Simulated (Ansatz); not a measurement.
A crystal relaxed with r2SCAN+rVV10 in the PAW code Ansatz has space group R3m:H (No. 160) and a = 3.302 Å, c = 19.739 Å.

```tsv
atom	site	x	y	z
W	3a	0.0000	0.0000	0.0000
Xx	3a	0.3333	0.6667	0.2490
Xx	3a	0.6667	0.3333	0.0843
```

r2SCAN gives an indirect gap of 1.18 eV, from T to Γ–S₀ (0.54 of the way from Γ); the least direct gap is 1.70 eV at H₀–L (0.10 of the way from H₀). The HSE06 gap is indirect, 1.54 eV (T to Γ–S₀ (0.54 of the way from Γ)), below the direct gap of 2.04 eV at H₀–L (0.08 of the way from H₀). With PBE the valence top lies at T and the conduction bottom at Γ–S₀ (0.50 of the way from Γ), 1.07 eV higher; the smallest vertical gap, at H₀–L (0.10 of the way from H₀), is 1.59 eV. Meshes: r2SCAN 10×10×10, HSE06 6×6×6, PBE 10×10×10.

Task: Which element is Xx?
A. O
B. Se
C. S
D. Te

Result: B. Xx is Se: WSe2, 3R-MoS2 type. W has 6 Se at 2.53 Å; Se has 3 W at 2.53 Å.

No spin polarisation and no zero-point or thermal motion; the cell was built from a prototype and may be hypothetical.

Spin-orbit coupling is left out, which matters wherever the heavy atoms make up the band edges.

Where an edge lies off the special points, it is a point of the mesh or the k point where a search put PBE's edge or least direct gap, reused for the other functionals, whose own edges may lie a little apart.
